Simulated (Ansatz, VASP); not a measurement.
CaF2 (Fluorite): VASP beside Ansatz

```
Ca F
1.0
     0.00000    2.69897    2.69897
     2.69897    0.00000    2.69897
     2.69897    2.69897    0.00000
Ca F
1 2
Direct
  0.00000 0.00000 0.00000
  0.25000 0.25000 0.25000
  0.75000 0.75000 0.75000
```

Alike in both runs: task single point; functional PBE; k mesh 8 × 8 × 8; occupations gaussian, width 0.02 eV; no spin polarisation.

|  | VASP | Ansatz |
| --- | --- | --- |
| version | VASP 6.6.1 | Ansatz 0.2.0 |
| potentials or method | VASP PAW PBE potentials, release 64 (Ca_sv, F) | scalar-relativistic, plane waves, PAW |
| plane-wave cutoff (eV) | 520 | 420 |
| valence electrons in the cell | 24 | 24 |

VASP gave:

| Quantity | Value |
| --- | --- |
| gap on the k mesh at the Fermi level (eV) | 7.49 |
| least direct gap on the mesh (eV) | 7.75 |
| pressure (GPa) | 6.0 |

Question: Which values does Ansatz return?

Answer: gap on the k mesh at the Fermi level (eV): 7.51; least direct gap on the mesh (eV): 7.78; pressure (GPa): 5.5.

With one functional, cell and mesh, what is left measures potentials, basis and numerics.

A k mesh can miss the band edges. A hybrid or GW would open this gap; PBE tends to underestimate it.
